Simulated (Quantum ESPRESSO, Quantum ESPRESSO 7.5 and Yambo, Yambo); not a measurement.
**Beyond one shot: CdTe (F-43m)**

How far does self-consistency move the gap of CdTe (F-43m)?

Main program and level: Quantum ESPRESSO 7.5 and Yambo 5.3.0; PBE and many-body steps on it, plane waves.

The database entry behind the starting cell differs from later determinations by our own check (an axis about 1.1 % short against later determinations), so it need not match the best structure at ambient conditions.

**1. Starting point**

It takes space group F-43m (No. 216, cubic). The conventional cell has a = 6.410 Å, b = 6.410 Å, c = 6.410 Å, α = 90.00°, β = 90.00°, γ = 90.00°. Nearest to Cd lie 4 Te at 2.78 Å. Nearest to Te lie 4 Cd at 2.78 Å. Farther neighbours and most contacts between anions are not listed.

The cell and positions come from the Crystallography Open Database and are kept as given unless a step says otherwise. Spin-orbit coupling is left out unless a step names it.

**2. Empty states on the mesh, 4×4×4 mesh, 119 bands**

This step: Quantum ESPRESSO 7.5; DFT, PBE, plane waves, norm-conserving pseudopotentials.

The sums over transitions need many empty states on a uniform mesh; this step solves for them.

pw.in reads:

```
&control
  calculation = 'nscf'
  prefix = 'x'
  outdir = 'o'
  pseudo_dir = 'pseudo'
/
&system
  ibrav = 0
  nat = 2
  ntyp = 2
  ecutwfc = 94.0
  nbnd = 119
  force_symmorphic = .true.
/
&electrons
  conv_thr = 1e-9
  electron_maxstep = 80
  diago_full_acc = .true.
  diago_thr_init = 5e-6
/
ATOMIC_SPECIES
  Cd 112.41 Cd.upf
  Te 127.6 Te.upf
CELL_PARAMETERS angstrom
  -0.0000000000 3.2050000000 3.2050000000
  3.2050000000 -0.0000000000 3.2050000000
  3.2050000000 3.2050000000 -0.0000000000
ATOMIC_POSITIONS crystal
  Cd 0.0000000000 0.0000000000 0.0000000000
  Te 0.2500000000 0.2500000000 0.2500000000
K_POINTS automatic
  4 4 4 0 0 0
```

Run with:

```console
OMP_NUM_THREADS=1 mpirun -n 4 pw.x -nk 4 -in pw.in > pw.out
```

Output:

```text
Program PWSCF v.7.5 starts

     This program is part of the open-source Quantum ESPRESSO suite
     for quantum simulation of materials; please cite
         "P. Giannozzi et al., J. Phys.:Condens. Matter 21 395502 (2009);
         "P. Giannozzi et al., J. Phys.:Condens. Matter 29 465901 (2017);
         "P. Giannozzi et al., J. Chem. Phys. 152 154105 (2020);
     in publications or presentations arising from this work. More details at

     Atomic positions and unit cell read from directory:
     o/x.save/

     Message from routine setup:
[...]
51.3289  52.1754  52.1754  52.7019  54.1226  54.1226  55.0769  55.3052
     [... 3 further rows ...]
    70.3904  71.1328  71.1328  71.3405  71.3405  71.4435  72.9715  72.9715
    73.5472  73.7844  74.4724  74.4724  75.5288  76.0273  76.8356

          k = 0.3536 0.0000 0.0000 (  6843 PWs)   bands (ev):

     [... further k-points ...]

     highest occupied, lowest unoccupied level (ev):     8.7674    9.6374

     XML data file, pseudopotentials, collected wavefunctions

=------------------------------------------------------------------------------=
   JOB DONE.
=------------------------------------------------------------------------------=
```

Run time: 22 s. Hardware: 4 MPI ranks of Arm Neoverse V1, shared host; peak memory 0.51 GiB; 88 s of CPU time.

Numbers from this step:

| Quantity | Value |
| --- | --- |
| gap | 0.8701 eV |
| k of the valence top | 0, 0, 0 |
| k of the conduction bottom | 0, 0, 0 |
| least direct gap | 0.8701 eV |
| k points computed | 8 |
| lowest point of the top converged band, above the valence top | 65.7657 eV |

On this mesh the gap is 0.870 eV.

The density comes from a self-consistent run that is not shown.

**3. Conversion and set-up**

This step: Yambo 5.3.0; conversion and set-up on PBE, plane waves, norm-conserving pseudopotentials.

The states are converted to the many-body program's format and the q mesh is built.

Run with:

```console
(cd o/x.save; p2y > p2y.log; mv SAVE ../..); yambo > setup.log
```

Output:

```text
 Yambo, version 5.3.0

 [02] CORE Variables Setup
 =========================

  [02.01] Unit cells
  ==================

  Cell kind             :  FCC
  Atoms in the cell     :  Cd  Te
  number of Cd atoms    :  1
  number of Te atoms    :  1

  List of atomic masses
  Mass of Cd    :  112.4100
  Mass of Te    :  127.6000

  List of atomic coordinates    : [cc]
  Cd1       :  0.000000  0.000000  0.000000  order 1
  Te1       :  3.028286  3.028286  3.028286  order 2

  Alat factors          :  6.056572  6.056572  6.056572 [a.u.]
  Direct lattice volume :  444.3352 [a.u.]
[...]
==========================================

 IBZ Q-points                                      :   8
 BZ  Q-points                                      :   64

 K/Q-points units:
 rlu = crystal or reduced units; cc = cartesian coordinates; iku = interal k-units

 Q [1]          [rlu]:  0.000000  0.000000  0.000000
 Q [2]          [rlu]: -0.91950E-18 -0.91950E-18  0.25000
 Q [3]          [rlu]:  0.18390E-17  0.18390E-17 -0.50000
[...]
Q [7]          [rlu]: -0.18782E-16 -0.50000     -0.50000
 Q [8]          [rlu]:  0.250000 -0.500000 -0.250000

  [03.01] X indexes
  =================

   [03.01.01] Sigma indexes
   ========================

 [06] Game Over & Game summary
```

Wall time 3.5 s (1 MPI rank); peak memory 0.26 GiB.

**4. G0W0**

G0W0 replaces the xc potential by the self-energy, built once from these orbitals. Only a window of levels is corrected, while the sums run over the empty bands that the input names.

This step: G0W0 on PBE, plane waves, norm-conserving pseudopotentials.

gw1.in reads:

```
HF_and_locXC
gw0
dyson
ppa
em1d
rim_cut
RandQpts= 1000000
RandGvec= 1 RL
EXXRLvcs= 94 Ry
VXCRLvcs= 376 Ry
Chimod= "HARTREE"
% BndsRnXp
 1 | 119 |
%
NGsBlkXp= 11 Ry
% LongDrXp
 1 | 1 | 1 |
%
% GbndRnge
 1 | 119 |
%
DysSolver= "n"
ExtendOut
PPAPntXp= 27.21138 eV
% QPkrange
 1 | 8 | 14 | 26 |
%
```

Run with:

```console
OMP_NUM_THREADS=1 mpirun -n 4 yambo -F gw1.in -J gw1 -C gw1 > gw1.log
```

Output:

```text
 Yambo, version 5.3.0

 [02] CORE Variables Setup
 =========================

  [... cell, symmetries and grids as in the set-up ...]

  [02.05] Energies & Occupations
  ==============================

  [X] === General ===
  [X] Electronic Temperature                        :  0.000000  0.000000 [eV K]
  [X] Bosonic    Temperature                        :  0.000000  0.000000 [eV K]
  [X] Finite Temperature mode                       : no
  [X] El. density                                   :  0.66825E+24 [cm-3]
  [X] Fermi Level                                   :  8.767355 [eV]

  [X] === Gaps and Widths ===
  [X] Conduction Band Min                           :  0.870059 [eV]
  [X] Valence Band Max                              :  0.000000 [eV]
  [X] Filled Bands                                  :  22
  [X] Empty Bands                                   :   23  119
  [X] Direct Gap                                    :  0.870059 [eV]
  [X] Direct Gap localized at k                     :  1
  [X] Indirect Gap                                  :  0.870059 [eV]
  [X] Indirect Gap between kpts                     :  1  1
  [X] Last valence band width                       :  2.333765 [eV]
  [X] 1st conduction band width                     :  3.502416 [eV]

 [03] Transferred momenta grid and indexing
 ==========================================

 IBZ Q-points                                      :   8
 BZ  Q-points                                      :   64

 K/Q-points units:
 rlu = crystal or reduced units; cc = cartesian coordinates; iku = interal k-units

 Q [1]          [rlu]:  0.000000  0.000000  0.000000
 Q [2]          [rlu]: -0.91950E-18 -0.91950E-18  0.25000
 Q [3]          [rlu]:  0.18390E-17  0.18390E-17 -0.50000
 Q [4]          [rlu]:  0.93911E-17  0.25000      0.25000
 Q [5]          [rlu]:  0.54592E-16  0.25000      0.50000
 Q [6]          [rlu]:  0.18390E-17  0.25000     -0.25000
 Q [7]          [rlu]: -0.18782E-16 -0.50000     -0.50000
 Q [8]          [rlu]:  0.250000 -0.500000 -0.250000

 [04] Coloumb potential Random Integration (RIM)
 ===============================================

  [04.01] RIM initialization
  ==========================

  * Diagonal components only detected *

  8 x (sBL volume)        :  0.069781 [a.u.]
  sBZ random points       :  1000000
  Points outside the sBZ  :   7999624
  RL volume               :  0.558250 [a.u.]
  Integrated volume       :  0.558276 [a.u.]

  [04.02] RIM integrals
  =====================

  Gamma point sphere radius             :  0.074679 [a.u.]
  Points outside the sphere             :   799635
  [Int_sBZ(q=0) 1/q^2]*(Vol_sBZ)^(-1/3) =:  7.763403
                                 should be <:  7.795600

  Summary of Coulomb integrals for non-metallic bands |Q|[au] RIM/Bare

  Q [1] 0.100000E-4 0.995870 * Q [2] 0.224607 1.063761
  Q [4] 0.259354 1.062979 * Q [6] 0.366782 1.026387
  Q [5] 0.430090 1.018651 * Q [3] 0.449214 1.016906
  Q [7] 0.518708 1.013309 * Q [8] 0.579933 1.010246

 [05] Dipoles
 ============

  [05.01] Setup: observables and procedures
  =========================================

 [06] Dynamic Dielectric Matrix (PPA)
 ====================================

 [WR./gw1//ndb.pp]---------------------------------------------------------------
  Brillouin Zone Q/K grids (IBZ/BZ)                :    8   64    8   64
  RL vectors                                       :   8099 [WF]
  Coulomb cutoff potential                         : none
  Electronic Temperature                           :  0.000000 [K]
  Bosonic    Temperature                           :  0.000000 [K]
  PPA    diel. fun.  energies                      : Perdew, Burke & Ernzerhof(X)+Perdew, Burke & Ernzerhof(C)
  wavefunctions                                    : Perdew, Burke & Ernzerhof(X)+Perdew, Burke & Ernzerhof(C)
  Global Gauge                                     : length
  X matrix size                                    :  307
  X band range                                     :    1  119
  X e/h energy range                               : -1.000000 -1.000000 [eV]
  X Time ordering                                  : R
  X Hxc Kernel                                     : HARTREE
  X Drude frequency                                :  0.000000  0.000000
  X poles                                          :  100.0000 [o/o]
  RL vectors in the sum                            :   8099
  [r,Vnl] included                                 : yes
  Field direction                                  :  0.577350E-5  0.577350E-5  0.577350E-5
  BZ energy Double Grid                            : no
  BZ energy DbGd points                            : 0
  BZ Q point size factor                           : -1.000000
  X Optical Averaged directions                    : none

 [07] Local Exchange-Correlation + Non-Local Fock
 ================================================

 [VXC] Plane waves :   54769
 [EXS] Plane waves :   6879

 QP @ state[ 1 ] K range:   1   8
 QP @ state[ 1 ] b range:  14  26

 [xc] Functional : Perdew, Burke & Ernzerhof(X)+Perdew, Burke & Ernzerhof(C)
 [xc] LIBXC used to calculate xc functional
  PP Number of Atomic Species                      :  2
  NLCC RL compoments                               :   54769
  PP Number of Atomic Species                      :  2
  NLCC RL compoments                               :   54769

 [xc] E_xc :  -35.76984 [Ha]
      E_xc :  -71.53968 [Ry]

  Local XC kind (lXC) : Perdew, Burke & Ernzerhof(X)+Perdew, Burke & Ernzerhof(C)
  Non-Local XC kind (nlXC) : Hartree-Fock

  Corrections @ K [1] :  [eV]
 <14|nlXC|14> = -20.06252 -0.11142E-16 <14|lXC|14> = -13.62755  0.37763E-15
 <15|nlXC|15> = -32.96338  0.57275E-17 <15|lXC|15> = -25.19485 -0.18700E-20
 <16|nlXC|16> = -32.96340 -0.53579E-17 <16|lXC|16> = -25.19485 -0.18879E-15
 <17|nlXC|17> = -32.96346 -0.12308E-16 <17|lXC|17> = -25.19485  0.47207E-16
 <18|nlXC|18> = -33.79168 -0.27547E-16 <18|lXC|18> = -26.01846  0.47204E-16
 <19|nlXC|19> = -33.79168  0.14622E-16 <19|lXC|19> = -26.01846 -0.15578E-32
[...]
Corrections @ K [2] :  [eV]
[...]
Corrections @ K [3] :  [eV]
[...]
Corrections @ K [4] :  [eV]
[...]
Corrections @ K [5] :  [eV]
[...]
[... 2 further k-points ...]
  Corrections @ K [8] :  [eV]
[...]
<24|nlXC|24> = -6.120369 -0.21083E-17 <24|lXC|24> = -9.909732  0.23587E-16
 <25|nlXC|25> = -5.434256  0.47930E-18 <25|lXC|25> = -10.04327 -0.70812E-16
 <26|nlXC|26> = -5.036437  0.16901E-18 <26|lXC|26> = -9.208989 -0.11797E-16

  [07.01] Hartree-Fock occupations report
  =======================================

  [Hartree-Fock] === General ===
  [Hartree-Fock] Electronic Temperature             :  0.000000  0.000000 [eV K]
  [Hartree-Fock] Bosonic    Temperature             :  0.000000  0.000000 [eV K]
  [Hartree-Fock] Finite Temperature mode            : no
  [Hartree-Fock] El. density                        :  0.66825E+24 [cm-3]
  [Hartree-Fock] Fermi Level                        :  8.767355 [eV]

  [Hartree-Fock] === Gaps and Widths ===
  [Hartree-Fock] Conduction Band Min                :  4.749676 [eV]
  [Hartree-Fock] Valence Band Max                   : -1.927985 [eV]
  [Hartree-Fock] Filled Bands                       :  22
  [Hartree-Fock] Empty Bands                        :   23  119
  [Hartree-Fock] Direct Gap                         :  6.677661 [eV]
  [Hartree-Fock] Direct Gap localized at k          :  1
  [Hartree-Fock] Indirect Gap                       :  6.677661 [eV]
  [Hartree-Fock] Indirect Gap between kpts          :  1  1
  [Hartree-Fock] Last valence band width            :  3.001548 [eV]
  [Hartree-Fock] 1st conduction band width          :  4.339878 [eV]

 [08] Dyson equation: Newton solver
 ==================================

  [08.01] G0W0 (W PPA)
  ====================

  [  GW  ] Bands range     :    1  119
  [GW/PPA] G damping       :  0.100000 [eV]

  QP @ state[ 1 ] K range:   1   8
  QP @ state[ 1 ] b range:  14  26

   Sc/G bands                                       :    1  119
   Sc/G damping                                     :  0.100000 ev
   Sc bands terminator                              : no
   Sx RL components                                 :   6879

   QP @ state[ 1 ] K range                          :   1   8
   QP @ state[ 1 ] b range                          :  14  26
   GF energies kind                                 : Perdew, Burke & Ernzerhof(X)+Perdew, Burke & Ernzerhof(C)
   GF WF`s kind                                     : Perdew, Burke & Ernzerhof(X)+Perdew, Burke & Ernzerhof(C)
   Xs energies kind                                 : Perdew, Burke & Ernzerhof(X)+Perdew, Burke & Ernzerhof(C)
   Xs WF`s kind                                     : Perdew, Burke & Ernzerhof(X)+Perdew, Burke & Ernzerhof(C)

 [11] Game Over & Game summary
```

Elapsed: 19 min, on 4 MPI ranks; peak memory 2.7 GiB.

This step gave:

* G0W0 gap on the mesh: 1.652 eV
* starting gap on the mesh: 0.8701 eV
* k of the valence top: 0, 0, 0
* k of the conduction bottom: 0, 0, 0
* least direct G0W0 gap on the computed points: 1.652 eV
* Z at the valence top: 0.8022
* Z at the conduction bottom: 0.8137

The gap on the mesh goes from 0.87 eV to 1.65 eV, a correction of +0.78 eV.

**5. evGW0, cycle 1**

This step: evGW0 on PBE, plane waves, norm-conserving pseudopotentials.

gw2.in, as its differences from gw1.in of step 4:

```diff
@@ -27 +27,2 @@
 %
+GfnQPdb= "E < ./gw1/ndb.QP"
```

Run with:

```console
OMP_NUM_THREADS=1 mpirun -n 4 yambo -F gw2.in -J gw2,gw1_W -C gw2 > gw2.log
```

Output:

```text
 Yambo, version 5.3.0

 [02] CORE Variables Setup
 =========================

  [... cell, symmetries and grids as in the set-up ...]

  [02.05] Energies & Occupations
  ==============================

  [X] === General ===
  [X] Electronic Temperature                        :  0.000000  0.000000 [eV K]
  [X] Bosonic    Temperature                        :  0.000000  0.000000 [eV K]
  [X] Finite Temperature mode                       : no
  [X] El. density                                   :  0.66825E+24 [cm-3]
  [X] Fermi Level                                   :  8.767355 [eV]

  [X] === Gaps and Widths ===
  [X] Conduction Band Min                           :  0.870059 [eV]
  [X] Valence Band Max                              :  0.000000 [eV]
  [X] Filled Bands                                  :  22
  [X] Empty Bands                                   :   23  119
  [X] Direct Gap                                    :  0.870059 [eV]
  [X] Direct Gap localized at k                     :  1
  [X] Indirect Gap                                  :  0.870059 [eV]
  [X] Indirect Gap between kpts                     :  1  1
  [X] Last valence band width                       :  2.333765 [eV]
  [X] 1st conduction band width                     :  3.502416 [eV]

 [03] Transferred momenta grid and indexing
 ==========================================

 IBZ Q-points                                      :   8
 BZ  Q-points                                      :   64

 K/Q-points units:
 rlu = crystal or reduced units; cc = cartesian coordinates; iku = interal k-units

 Q [1]          [rlu]:  0.000000  0.000000  0.000000
 Q [2]          [rlu]: -0.91950E-18 -0.91950E-18  0.25000
 Q [3]          [rlu]:  0.18390E-17  0.18390E-17 -0.50000
[...]
[G+QP] Indirect Gap                               :  1.651711 [eV]
  [G+QP] Indirect Gap between kpts                  :  1  1
  [G+QP] Last valence band width                    :  2.604393 [eV]
  [G+QP] 1st conduction band width                  :  3.699036 [eV]

  [coarse-grid] Minimum Bare Gap        [ev]:  0.870059
  [coarse-grid] Minimum Gap Correction  [ev]:  0.781652

  Eqp @ K [1]
  -164.3524 -112.6828 -112.6828 -112.6828 -105.8945  -65.6271  -65.6271  -65.6271
  -37.49226 -37.49226 -37.49226 -37.48298 -37.48298 -11.38430  -8.97056  -8.97057
   -8.97058     -8.71899     -8.71896      0.00000    -0.317232E-4 -0.327799E-4   1.65168      5.27026
[...]
Eqp @ K [2]
[...]
Eqp @ K [3]
[...]
Eqp @ K [4]
[...]
Eqp @ K [5]
[...]
[... 2 further k-points ...]
  Eqp @ K [8]
[...]
15.89058  16.03650  17.08013  17.92806  18.17297  19.94535  20.63924  21.18106
   21.65417  22.15430  22.67449  22.83271  23.23504  24.26795  27.59085  27.73761

 [07] Dipoles
 ============

  [07.01] Setup: observables and procedures
  =========================================

 [08] Dynamic Dielectric Matrix (PPA)
 ====================================

   Sc/G bands                                       :    1  119
   Sc/G damping                                     :  0.100000 ev
   Sc bands terminator                              : no
   Sx RL components                                 :   6879

   QP @ state[ 1 ] K range                          :   1   8
   QP @ state[ 1 ] b range                          :  14  26
   GF energies kind                                 : Perdew, Burke & Ernzerhof(X)+Perdew, Burke & Ernzerhof(C)+ E < ./gw1/ndb.QP + @E Fit
   GF WF`s kind                                     : Perdew, Burke & Ernzerhof(X)+Perdew, Burke & Ernzerhof(C)
   Xs energies kind                                 : Perdew, Burke & Ernzerhof(X)+Perdew, Burke & Ernzerhof(C)
   Xs WF`s kind                                     : Perdew, Burke & Ernzerhof(X)+Perdew, Burke & Ernzerhof(C)

 [13] Game Over & Game summary
```

It took 16 min on 4 MPI ranks; peak memory 2.8 GiB; 63 min of CPU time.

Numbers from this step:

| Quantity | Value |
| --- | --- |
| quasiparticle gap on the mesh | 1.734 eV |
| gap of the density functional on the mesh | 0.8701 eV |
| k of the valence top | 0, 0, 0 |
| k of the conduction bottom | 0, 0, 0 |
| least direct quasiparticle gap on the computed points | 1.734 eV |
| Z at the valence top | 0.8050 |
| Z at the conduction bottom | 0.8218 |

Against G0W0 in Yambo (4×4×4 mesh, 119 bands, screening to 149.7 eV, Godby-Needs plasmon pole), the gap moves by +0.082 eV.

The program's own table gives 1.873 eV, which is too large where the input levels are shifted: this version takes Σc at the unshifted level E₀, yet steps from the shifted one. The value above is the Newton step from E₀, E₀ + Z(Σc + Σx − Vxc), rebuilt from the printed columns.

**6. evGW0, cycle 2**

The corrected levels of the last cycle go back in.

gw3.in, as its differences from gw2.in of step 5:

```diff
@@ -27,2 +27,2 @@
 %
-GfnQPdb= "E < ./gw1/ndb.QP"
+GfnQPdb= "E < ./gw2_fix/ndb.QP"
```

Run with:

```console
OMP_NUM_THREADS=1 mpirun -n 4 yambo -F gw3.in -J gw3,gw1_W -C gw3 > gw3.log
```

Output:

```text
 Yambo, version 5.3.0

 [02] CORE Variables Setup
 =========================

  [... cell, symmetries and grids as in the set-up ...]

  [02.05] Energies & Occupations
  ==============================

  [X] === General ===
  [X] Electronic Temperature                        :  0.000000  0.000000 [eV K]
  [X] Bosonic    Temperature                        :  0.000000  0.000000 [eV K]
  [X] Finite Temperature mode                       : no
  [X] El. density                                   :  0.66825E+24 [cm-3]
[...]
Sx RL components                                 :   6879

   QP @ state[ 1 ] K range                          :   1   8
   QP @ state[ 1 ] b range                          :  14  26
   GF energies kind                                 : Perdew, Burke & Ernzerhof(X)+Perdew, Burke & Ernzerhof(C)+ E < ./gw1/ndb.QP + @E Fit+ E < ./gw2_fix/
   GF WF`s kind                                     : Perdew, Burke & Ernzerhof(X)+Perdew, Burke & Ernzerhof(C)
   Xs energies kind                                 : Perdew, Burke & Ernzerhof(X)+Perdew, Burke & Ernzerhof(C)
   Xs WF`s kind                                     : Perdew, Burke & Ernzerhof(X)+Perdew, Burke & Ernzerhof(C)

 [13] Game Over & Game summary
```

Elapsed: 16 min, on 4 MPI ranks; peak memory 2.6 GiB; 63 min of CPU time.

This step gave:

```yaml
quasiparticle_gap_on_the_mesh: 1.744 eV
gap_of_the_density_functional_on_the_mesh: 0.8701 eV
k_of_the_valence_top: 0, 0, 0
k_of_the_conduction_bottom: 0, 0, 0
least_direct_quasiparticle_gap_on_the_computed_points: 1.744 eV
```

Against the cycle before, the gap moves by +0.010 eV.

The program's own table gives 1.897 eV, which is too large where the input levels are shifted: this version takes Σc at the unshifted level E₀, yet steps from the shifted one. The value above is the Newton step from E₀, E₀ + Z(Σc + Σx − Vxc), rebuilt from the printed columns.

(Continued in part 2 of 2.)

[Paths, hosts, dates, memory and timing lines, banners, echoed tables and standing remarks are left out of the program output.]

[Logs are printed without paths, hosts, clocks, repeated set-up lines and the standing remarks that a program may print on its own settings, such as how far it seeks lower states.]

[Runs of the session that timed out or met a known fault of the program may be left out.]

[Hosts, paths, dates, database ids (printed as entryN), source tags and the programs' standing remarks are cut or masked in the printed files.]
